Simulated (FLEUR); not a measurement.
Input of a FLEUR MaX-R8.1 (later development tree) run:

inp.xml

```xml
<?xml version="1.0" encoding="UTF-8" standalone="no"?>
<fleurInput fleurInputVersion="0.39">
   <comment>
      CaF2                                                                                                
   </comment>
   <calculationSetup>
      <cutoffs Kmax="4.17" Gmax="12.9" GmaxXC="12.9" numbands="0"/>
      <scfLoop itmax="60" minDistance="0.00001" maxIterBroyd="15" imix="Anderson" alpha="0.05" precondParam="0.0" spinf="2.0" sdNocoIR="T"/>
      <coreElectrons ctail="F" frcor="F" kcrel="0" coretail_lmax="0"/>
      <xcFunctional name="LibXC" relativisticCorrections="F">
         <LibXCName exchange="mgga_x_scan" correlation="mgga_c_scan"/>
         <AuxGGA exchange="117" correlation="130"/>
      </xcFunctional>
      <magnetism jspins="1"/>
      <soc l_soc="F" theta="0.0" phi="0.0" spav="F"/>
      <expertModes spex="0" secvar="F"/>
      <geometryOptimization l_f="F" forcealpha="1.0" forcemix="BFGS" epsdisp="0.00001" epsforce="0.00001"/>
      <ldaU l_linMix="F" mixParam="0.05" spinf="1.0"/>
   </calculationSetup>
   <cell>
      <bzIntegration valenceElectrons="24.0" mode="hist" fermiSmearingEnergy="0.00183747">
         <kPointListSelection listName="default-1"/>
         <!-- k-points included here -->
         <xi:include xmlns:xi="http://www.w3.org/2001/XInclude" href="kpts.xml"> </xi:include>
      </bzIntegration>
      <!-- symmetry operations included here -->
      <xi:include xmlns:xi="http://www.w3.org/2001/XInclude" href="sym.xml"> </xi:include>
      <bulkLattice scale="1.0">
         <bravaisMatrix>
            <row-1>    0.0000000000000000     5.1608420462825997     5.1608420462825997</row-1>
            <row-2>    5.1608420462825997     0.0000000000000000     5.1608420462825997</row-2>
            <row-3>    5.1608420462825997     5.1608420462825997     0.0000000000000000</row-3>
         </bravaisMatrix>
      </bulkLattice>
   </cell>
   <atomSpecies>
      <species name="Calcium (Ca)" element="Ca" atomicNumber="20">
         <mtSphere radius="2.35" gridPoints="777" logIncrement="0.015"/>
         <atomicCutoffs lmax="9" lnonsphr="7"/>
         <electronConfig flipSpins="F">
            <coreConfig>(1s1/2) (2s1/2) (2p1/2) (2p3/2)</coreConfig>
            <valenceConfig>(3s1/2) (3p1/2) (3p3/2) (4s1/2)</valenceConfig>
         </electronConfig>
         <energyParameters s="4" p="3" d="3" f="4"/>
         <lo type="SCLO" l="0" n="3" eDeriv="0"/>
         <lo type="HELO" l="1" n="4" eDeriv="0"/>
         <lo type="HELO" l="1" n="4" eDeriv="1"/>
         <lo type="SCLO" l="2" n="3" eDeriv="2"/>
         <lo type="SCLO" l="3" n="4" eDeriv="2"/>
      </species>
      <species name="Fluorine (F)" element="F" atomicNumber="9">
         <mtSphere radius="1.79" gridPoints="593" logIncrement="0.018"/>
         <atomicCutoffs lmax="8" lnonsphr="6"/>
         <electronConfig flipSpins="F">
            <coreConfig>(1s1/2)</coreConfig>
            <valenceConfig>(2s1/2) (2p1/2) (2p3/2)</valenceConfig>
            <stateOccupation state="(2p1/2)" spinUp="0.833333" spinDown="0.833333"/>
            <stateOccupation state="(2p3/2)" spinUp="1.666667" spinDown="1.666667"/>
         </electronConfig>
         <energyParameters s="2" p="2" d="3" f="4"/>
         <lo type="SCLO" l="0" n="2" eDeriv="2"/>
         <lo type="SCLO" l="1" n="2" eDeriv="2"/>
         <lo type="SCLO" l="2" n="3" eDeriv="2"/>
      </species>
   </atomSpecies>
   <atomGroups>
      <atomGroup species="Calcium (Ca)">
         <relPos label="                   1">.0000000000 .0000000000 .0000000000</relPos>
         <force calculate="T" relaxXYZ="TTT"/>
      </atomGroup>
      <atomGroup species="Fluorine (F)">
         <relPos label="                   2">-1.000/4.000 -1.000/4.000 -1.000/4.000</relPos>
         <relPos label="                   3">1.000/4.000 1.000/4.000 1.000/4.000</relPos>
         <force calculate="T" relaxXYZ="TTT"/>
      </atomGroup>
   </atomGroups>
   <output dos="F" band="F" slice="F">
      <checks vchk="F" cdinf="F"/>
      <bandDOS minEnergy="-.5*Htr" maxEnergy="0.5*Htr" sigma="0.015" storeEVData="T"/>
      <vacuumDOS vacdos="F" integ="F" star="F" nstars="0" locx1="0.0" locy1="0.0" locx2="0.0" locy2="0.0" nstm="0" tworkf="0.0"/>
      <unfoldingBand unfoldBand="F" supercellX="1" supercellY="1" supercellZ="1"/>
      <plotting iplot="0" polar="F">
         <plot TwoD="T" vec1="  1.0  0.0  0.0" vec2="  0.0  1.0  0.0" vec3="  0.0  0.0  1.0" zero="  0.0  0.0  0.0" file="plot"/>
      </plotting>
      <chargeDensitySlicing numkpt="0" minEigenval="0.0" maxEigenval="0.0" nnne="0" pallst="F"/>
      <specialOutput eonly="F"/>
      <moessbauerParams electricFieldGradient="T" isomerShift="T" coreHyperfine="T" valenceHyperfine="T"/>
      <magneticCircularDichroism mcd="F" energyLo="-10.0" energyUp="0.0"/>
   </output>
  <!-- We include the file relax.xml here to enable relaxations (see documentation) -->
  <xi:include xmlns:xi="http://www.w3.org/2001/XInclude" href="relax.xml"> <xi:fallback/> </xi:include>
</fleurInput>
```

File crystal.txt:

```
CaF2
&input cartesian=F /
0.0000000000  2.7310000000  2.7310000000
2.7310000000  0.0000000000  2.7310000000
2.7310000000  2.7310000000  0.0000000000
1.8897261246
1.0 1.0 1.0

3
20 0.0000000000  0.0000000000  0.0000000000
9 0.7500000000  0.7500000000  0.7500000000
9 0.2500000000  0.2500000000  0.2500000000

&kpt div1=8 div2=8 div3=8 gamma=T /
```

Contents of inp.xml (bands):

```
<?xml version="1.0" encoding="UTF-8" standalone="no"?>
<fleurInput fleurInputVersion="0.39">
   <comment>
      CaF2                                                                                                
   </comment>
   <calculationSetup>
      <cutoffs Kmax="4.17" Gmax="12.9" GmaxXC="12.9" numbands="0"/>
      <scfLoop itmax="60" minDistance="0.00001" maxIterBroyd="15" imix="Anderson" alpha="0.05" precondParam="0.0" spinf="2.0" sdNocoIR="T"/>
      <coreElectrons ctail="F" frcor="F" kcrel="0" coretail_lmax="0"/>
      <xcFunctional name="LibXC" relativisticCorrections="F">
         <LibXCName exchange="mgga_x_scan" correlation="mgga_c_scan"/>
         <AuxGGA exchange="117" correlation="130"/>
      </xcFunctional>
      <magnetism jspins="1"/>
      <soc l_soc="F" theta="0.0" phi="0.0" spav="F"/>
      <expertModes spex="0" secvar="F"/>
      <geometryOptimization l_f="F" forcealpha="1.0" forcemix="BFGS" epsdisp="0.00001" epsforce="0.00001"/>
      <ldaU l_linMix="F" mixParam="0.05" spinf="1.0"/>
   </calculationSetup>
   <cell>
      <bzIntegration valenceElectrons="24.0" mode="hist" fermiSmearingEnergy="0.00183747">
         <kPointListSelection listName="path-1"/>
         <!-- k-points included here -->
         <xi:include xmlns:xi="http://www.w3.org/2001/XInclude" href="kpts.xml"> </xi:include>
      </bzIntegration>
      <!-- symmetry operations included here -->
      <xi:include xmlns:xi="http://www.w3.org/2001/XInclude" href="sym.xml"> </xi:include>
      <bulkLattice scale="1.0">
         <bravaisMatrix>
            <row-1>    0.0000000000000000     5.1608420462825997     5.1608420462825997</row-1>
            <row-2>    5.1608420462825997     0.0000000000000000     5.1608420462825997</row-2>
            <row-3>    5.1608420462825997     5.1608420462825997     0.0000000000000000</row-3>
         </bravaisMatrix>
      </bulkLattice>
   </cell>
   <atomSpecies>
      <species name="Calcium (Ca)" element="Ca" atomicNumber="20">
         <mtSphere radius="2.35" gridPoints="777" logIncrement="0.015"/>
         <atomicCutoffs lmax="9" lnonsphr="7"/>
         <electronConfig flipSpins="F">
            <coreConfig>(1s1/2) (2s1/2) (2p1/2) (2p3/2)</coreConfig>
            <valenceConfig>(3s1/2) (3p1/2) (3p3/2) (4s1/2)</valenceConfig>
         </electronConfig>
         <energyParameters s="4" p="3" d="3" f="4"/>
         <lo type="SCLO" l="0" n="3" eDeriv="0"/>
         <lo type="HELO" l="1" n="4" eDeriv="0"/>
         <lo type="HELO" l="1" n="4" eDeriv="1"/>
         <lo type="SCLO" l="2" n="3" eDeriv="2"/>
         <lo type="SCLO" l="3" n="4" eDeriv="2"/>
      </species>
      <species name="Fluorine (F)" element="F" atomicNumber="9">
         <mtSphere radius="1.79" gridPoints="593" logIncrement="0.018"/>
         <atomicCutoffs lmax="8" lnonsphr="6"/>
         <electronConfig flipSpins="F">
            <coreConfig>(1s1/2)</coreConfig>
            <valenceConfig>(2s1/2) (2p1/2) (2p3/2)</valenceConfig>
            <stateOccupation state="(2p1/2)" spinUp="0.833333" spinDown="0.833333"/>
            <stateOccupation state="(2p3/2)" spinUp="1.666667" spinDown="1.666667"/>
         </electronConfig>
         <energyParameters s="2" p="2" d="3" f="4"/>
         <lo type="SCLO" l="0" n="2" eDeriv="2"/>
         <lo type="SCLO" l="1" n="2" eDeriv="2"/>
         <lo type="SCLO" l="2" n="3" eDeriv="2"/>
      </species>
   </atomSpecies>
   <atomGroups>
      <atomGroup species="Calcium (Ca)">
         <relPos label="                   1">.0000000000 .0000000000 .0000000000</relPos>
         <force calculate="T" relaxXYZ="TTT"/>
      </atomGroup>
      <atomGroup species="Fluorine (F)">
         <relPos label="                   2">-1.000/4.000 -1.000/4.000 -1.000/4.000</relPos>
         <relPos label="                   3">1.000/4.000 1.000/4.000 1.000/4.000</relPos>
         <force calculate="T" relaxXYZ="TTT"/>
      </atomGroup>
   </atomGroups>
   <output dos="F" band="T" slice="F">
      <checks vchk="F" cdinf="F"/>
      <bandDOS minEnergy="-.5*Htr" maxEnergy="0.5*Htr" sigma="0.015" storeEVData="T"/>
      <vacuumDOS vacdos="F" integ="F" star="F" nstars="0" locx1="0.0" locy1="0.0" locx2="0.0" locy2="0.0" nstm="0" tworkf="0.0"/>
      <unfoldingBand unfoldBand="F" supercellX="1" supercellY="1" supercellZ="1"/>
      <plotting iplot="0" polar="F">
         <plot TwoD="T" vec1="  1.0  0.0  0.0" vec2="  0.0  1.0  0.0" vec3="  0.0  0.0  1.0" zero="  0.0  0.0  0.0" file="plot"/>
      </plotting>
      <chargeDensitySlicing numkpt="0" minEigenval="0.0" maxEigenval="0.0" nnne="0" pallst="F"/>
      <specialOutput eonly="F"/>
      <moessbauerParams electricFieldGradient="T" isomerShift="T" coreHyperfine="T" valenceHyperfine="T"/>
      <magneticCircularDichroism mcd="F" energyLo="-10.0" energyUp="0.0"/>
   </output>
  <!-- We include the file relax.xml here to enable relaxations (see documentation) -->
  <xi:include xmlns:xi="http://www.w3.org/2001/XInclude" href="relax.xml"> <xi:fallback/> </xi:include>
</fleurInput>
```

Potentials or basis: all-electron, FLAPW.

Run with:

```bash
$ inpgen -f crystal.txt -profile fastHighL
$ # inp.xml edited to the form shown
$ fleur_MPI
$ fleur_MPI   # second run, on inp.xml (bands)
```

(1) What does it give for the band gap on the k mesh?

(2) Predict the band gap along the path.

Results:

(1) 7.88 eV, indirect (least direct gap 8.14 eV).

(2) 7.88 eV, indirect (least direct gap 8.14 eV).

Caveat: the meta-GGA is that of a development version, with a GGA for the radial functions and cores and without core tails.
